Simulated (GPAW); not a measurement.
HfC:

```
CELL_PARAMETERS angstrom
0.00000 2.32500 2.32500
2.32500 0.00000 2.32500
2.32500 2.32500 0.00000
ATOMIC_POSITIONS crystal
Hf 0.50000 0.50000 0.50000
C 0.00000 0.00000 0.00000
```

Base run:

| Quantity | Value |
| --- | --- |
| Program | GPAW 26.7.0 |
| Functional | AM05 |
| Potentials or basis | PAW data sets generated in the run's folder for this functional |
| Cutoff | 800 eV |
| Basis | pw |
| k mesh | 10 × 10 × 10 |
| Occupations | fermi-dirac, width 0.05 eV |
| Spin | no spin polarisation |

Its results: band gap on the k mesh none (metal or under the smearing width); pressure -6.1 GPa.

Q: After a change of settings the same cell gave: band gap on the k mesh none (metal or under the smearing width); pressure 5.7 GPa. Which change was it?
A. functional from AM05 to LDA; potentials or basis from PAW data sets generated in the run's folder for this functional to the program's PAW data sets (release 1.2.1) made for this functional
B. functional from AM05 to RPBE; potentials or basis from PAW data sets generated in the run's folder for this functional to the program's PAW data sets (release 1.2.1) made for this functional
C. functional from AM05 to BLYP
D. functional from AM05 to PBE; potentials or basis from PAW data sets generated in the run's folder for this functional to GPAW PAW data sets (gpaw-data 1.2.1)

A: B.
